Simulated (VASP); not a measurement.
# Si2W (P6_222) in VASP: further runs, part 3 of 3

VASP 6.6.1.

**14. Equation of state, PBE, 13.37 Å³/atom (volume scaled by 0.98)**

INCAR

```
SYSTEM = Si2W
  PREC = Accurate
  ENCUT = 520
  EDIFF = 1E-7
  ISMEAR = -1
  SIGMA = 0.05
  LREAL = .False.
  LASPH = .True.
  NELM = 80
  ALGO = Normal
  ISIF = 2
  LWAVE = .False.
  LCHARG = .False.
  GGA = PE
  NBANDS = 43
```

KPOINTS

```
Automatic mesh
0
Gamma
  7 7 4
  0 0 0
```

POSCAR

```
Si2W
1.0
    4.5858658620      0.0000000000      0.0000000000
   -2.2929329311      3.9714763348      0.0000000000
    0.0000000000      0.0000000000      6.6085681579
W Si
3 6
Direct
    0.5000000000      0.0000000000      0.5000000000
    0.5000000000      0.5000000000      0.8333333333
    0.0000000000      0.5000000000      0.1666666667
    0.3272520000      0.1636260000      0.1666666667
    0.8363740000      0.1636260000      0.8333333333
    0.1636260000      0.3272520000      0.5000000000
    0.6727480000      0.8363740000      0.1666666667
    0.1636260000      0.8363740000      0.8333333333
    0.8363740000      0.6727480000      0.5000000000
```

Command:

```console
$ cat potpaw_PBE.64/W_sv/POTCAR potpaw_PBE.64/Si/POTCAR > POTCAR
$ mpirun -np 1 vasp_std > vasp.out
```

Run time: 82 s. Hardware: 1 thread of AMD EPYC 9R45 (Zen 5), shared host; peak memory 0.26 GiB.

The run converged. Its results:

```yaml
Free_energy: -73.8033 eV
Pressure: 4.2 GPa
Largest_force: 0.013 eV/Å
Band_gap_on_the_k_mesh: 0.23 eV, indirect (least direct gap 0.71 eV)
```

Caveat: spin-orbit coupling is left out, which moves the levels of the heavy elements; an odd mesh through Γ misses points on the zone boundary, where band edges often lie.

**15. Equation of state, PBE, 13.92 Å³/atom (volume scaled by 1.02)**

INCAR

```
  PREC = Accurate
  ENCUT = 520
  EDIFF = 1E-7
  ISMEAR = -1
  SIGMA = 0.05
  LREAL = F
  LASPH = T
  NELM = 60
  ALGO = Normal
  ISIF = 2
  LWAVE = F
  LCHARG = F
  GGA = PE
  NBANDS = 43
```

KPOINTS

```
Automatic mesh
0
Gamma
  7 7 4
```

POSCAR: that of step 14 with these lines changed.

```diff
@@ -2,5 +2,5 @@
 1.0
-    4.5858658620      0.0000000000      0.0000000000
-   -2.2929329311      3.9714763348      0.0000000000
-    0.0000000000      0.0000000000      6.6085681579
+    4.6474284545      0.0000000000      0.0000000000
+   -2.3237142273      4.0247911039      0.0000000000
+    0.0000000000      0.0000000000      6.6972843569
 W Si
```

Potentials or basis: VASP PAW PBE potentials, release 64 (W_sv, Si).

Command:

```console
$ cat potpaw_PBE.64/W_sv/POTCAR potpaw_PBE.64/Si/POTCAR > POTCAR
$ mpirun -np 1 vasp_std > vasp.out
```

It took 84 s on 1 thread of AMD EPYC 9R45 (Zen 5), shared host; peak memory 0.26 GiB.

Results (log left out):

| Quantity | Value |
| --- | --- |
| Free energy | -73.7944 eV |
| Pressure | -4.6 GPa |
| Largest force | 0.012 eV/Å |
| Band gap on the k mesh | 0.22 eV, indirect (least direct gap 0.65 eV) |

Caveat: spin-orbit coupling is left out, which moves the levels of the heavy elements; an odd mesh through Γ misses points on the zone boundary, where band edges often lie.

**16. Equation of state, PBE, 14.19 Å³/atom (volume scaled by 1.04)**

INCAR

```
SYSTEM = Si2W
PREC = Accurate
ENCUT = 520
EDIFF = 1E-7
ISMEAR = -1
SIGMA = 0.05
LREAL = .FALSE.
LASPH = .TRUE.
NELM = 100
ALGO = Normal
ISIF = 2
LWAVE = .FALSE.
LCHARG = .FALSE.
GGA = PE
NBANDS = 43
```

KPOINTS

```
Automatic mesh
0
G
  7 7 4
  0 0 0
```

POSCAR: that of step 15 with these lines changed.

```diff
@@ -2,5 +2,5 @@
 1.0
-    4.6474284545      0.0000000000      0.0000000000
-   -2.3237142273      4.0247911039      0.0000000000
-    0.0000000000      0.0000000000      6.6972843569
+    4.6776074070      0.0000000000      0.0000000000
+   -2.3388037035      4.0509268433      0.0000000000
+    0.0000000000      0.0000000000      6.7407744350
 W Si
```

Command:

```console
$ cat potpaw_PBE.64/W_sv/POTCAR potpaw_PBE.64/Si/POTCAR > POTCAR
$ mpirun -np 1 vasp_std > vasp.out
```

Run time: 86 s. Hardware: 1 thread of AMD EPYC 9R45 (Zen 5), shared host; peak memory 0.26 GiB.

The run converged. Its results:

```yaml
Free_energy: -73.6960 eV
Pressure: -8.3 GPa
Largest_force: 0.023 eV/Å
Band_gap_on_the_k_mesh: 0.21 eV, indirect (least direct gap 0.62 eV)
```

Caveat: spin-orbit coupling is left out, which moves the levels of the heavy elements; an odd mesh through Γ misses points on the zone boundary, where band edges often lie.

**17. Equation of state, PBE, 14.46 Å³/atom (volume scaled by 1.06)**

INCAR

```
SYSTEM = Si2W
PREC = Accurate ; ENCUT = 520
EDIFF = 1E-7 ; ISMEAR = -1
SIGMA = 0.05 ; LREAL = .FALSE.
LASPH = .TRUE. ; NELM = 80
ALGO = Normal ; ISIF = 2
LWAVE = .FALSE. ; LCHARG = .FALSE.
GGA = PE ; NBANDS = 43
```

KPOINTS is that of step 16.

POSCAR: that of step 16 with these lines changed.

```diff
@@ -2,5 +2,5 @@
 1.0
-    4.6776074070      0.0000000000      0.0000000000
-   -2.3388037035      4.0509268433      0.0000000000
-    0.0000000000      0.0000000000      6.7407744350
+    4.7074018880      0.0000000000      0.0000000000
+   -2.3537009441      4.0767296208      0.0000000000
+    0.0000000000      0.0000000000      6.7837104616
 W Si
```

Command:

```console
$ cat potpaw_PBE.64/W_sv/POTCAR potpaw_PBE.64/Si/POTCAR > POTCAR
$ mpirun -np 1 vasp_std > vasp.out
```

Run time: 85 s. Hardware: 1 thread of AMD EPYC 9R45 (Zen 5), shared host; peak memory 0.26 GiB.

Results (log left out):

- Free energy: -73.5437 eV
- Pressure: -11.6 GPa
- Largest force: 0.033 eV/Å
- Band gap on the k mesh: 0.21 eV, indirect (least direct gap 0.60 eV)

Caveat: spin-orbit coupling is left out, which moves the levels of the heavy elements; an odd mesh through Γ misses points on the zone boundary, where band edges often lie.

**18. Equation of state, PBE**

Potentials or basis: VASP PAW PBE potentials, release 64 (W_sv, Si).

This step only gathers the single runs of the series.

What came out:

```yaml
Equilibrium_volume: 13.62 Å³/atom
Bulk_modulus_at_fixed_shape_and_positions: 221 GPa
Pressure_derivative_of_the_bulk_modulus: 4.5
```

Energy against volume, from the lowest point:
| volume (Å³/atom) | energy (meV/atom) |
| --- | --- |
| 12.827 | 35.68 |
| 13.100 | 14.81 |
| 13.373 | 3.24 |
| 13.646 | 0.00 |
| 13.919 | 4.23 |
| 14.192 | 15.16 |
| 14.465 | 32.08 |

Caveat: the cell was scaled at fixed shape and fractional positions, which overstates the stiffness of a crystal with free parameters, most of all of layers and chains.

**19. The runs side by side**

```csv
task,level,cell,ladder,gap on the mesh (eV),pressure (GPa),V0 of scaled cells (Å³/atom),B0 (GPa),largest force (eV/Å)
single point,PBEsol,as given,free,0.22,-5.3,-,-,0.03
equation of state,PBEsol,as given,free,-,-,13.33,235,-
single point,PBE,as given,-,0.22,-0.4,-,-,-
single point,PBE,"atoms moved at random, drawn with an rms of 0.05 Å",-,0.05,0.1,-,-,1.36
equation of state,PBE,as given,-,-,-,13.62,221,-
```

Alike in all rows: potentials or basis VASP PAW PBE potentials, release 64 (W_sv, Si); no spin polarisation; k mesh 7 × 7 × 4; cutoff (eV) 520; smearing fermi-dirac 0.05 eV.

Caveats: spin-orbit coupling is left out, which moves the levels of the heavy elements (some runs); an odd mesh through Γ misses points on the zone boundary, where band edges often lie (some runs); the PAW data sets were made with another functional, which shifts forces and pressure a little (some runs); the cell was scaled at fixed shape and fractional positions, which overstates the stiffness of a crystal with free parameters, most of all of layers and chains (some runs).

Total energies depend on the potentials used, so only differences within one code and one set of settings carry meaning.
